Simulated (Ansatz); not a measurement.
The cell is Se (P3_121) from a database structure; cell and atoms were relaxed with r2SCAN+rVV10. Space group P3_121 (No. 152), trigonal; conventional cell a = 4.293 Å, c = 5.041 Å, 26.81 Å³ an atom. Se has 2 Se at 2.39 Å.

```cif
data_structure
_symmetry_space_group_name_H-M 'P3_121'
_symmetry_Int_Tables_number 152
_cell_length_a 4.2927
_cell_length_b 4.2927
_cell_length_c 5.0409
_cell_angle_alpha 90.000
_cell_angle_beta 90.000
_cell_angle_gamma 120.000
_cell_volume 80.44
loop_
_atom_site_label
_atom_site_type_symbol
_atom_site_symmetry_multiplicity
_atom_site_Wyckoff_symbol
_atom_site_fract_x
_atom_site_fract_y
_atom_site_fract_z
_atom_site_occupancy
Se1 Se 3 a 0.22847 0.00000 0.33333 1
```

5 runs of the PAW code Ansatz on this cell differ in the functional (and in the settings that go with it). Levels are in eV from each run's valence top; v1 is the last filled band, c1 the first empty one.

Run A, mean stress -0.7 GPa (compression positive):
```
point     v2     v1    c1    c2
    Γ  -2.42  -0.66  3.42  3.42
    M  -2.00  -1.27  3.42  3.88
    K  -3.00  -2.13  4.78  4.78
```

Run B, mean stress -1.9 GPa (compression positive):
```
point     v2     v1    c1    c2
    Γ  -1.95  -0.37  1.69  1.69
    M  -1.72  -1.00  1.75  2.16
    K  -2.72  -1.78  3.03  3.03
```

Run C, mean stress +0.8 GPa (compression positive):
```
point     v2     v1    c1    c2
    Γ  -2.07  -0.46  2.00  2.00
    M  -1.80  -1.07  2.08  2.49
    K  -2.79  -1.84  3.33  3.33
```

Run D, mean stress +0.2 GPa (compression positive):
```
point     v2     v1    c1    c2
    Γ  -2.21  -0.54  2.55  2.55
    M  -1.89  -1.15  2.60  3.03
    K  -2.89  -1.96  3.90  3.90
```

Run E, mean stress +0.1 GPa (compression positive):
```
point     v2     v1    c1    c2
    Γ  -2.35  -0.63  3.28  3.28
    M  -1.95  -1.23  3.26  3.72
    K  -2.95  -2.09  4.63  4.63
```

Question: Match the runs to LDA, r2SCAN, r2SCANh, PBE0, r2SCAN0.

Answer: A is r2SCAN0, B is LDA, C is r2SCAN, D is r2SCANh, E is PBE0. In order of the gap: LDA 0.73, r2SCAN 1.06, r2SCANh 1.55, PBE0 2.19, r2SCAN0 2.34 eV.

Spin-unpolarised throughout; all numbers are computed.

Spin-orbit coupling is left out.

The stress of a hybrid is loosely converged in these runs.

The meshes of the hybrids are coarse, so their gaps aren't converged to the digits shown.
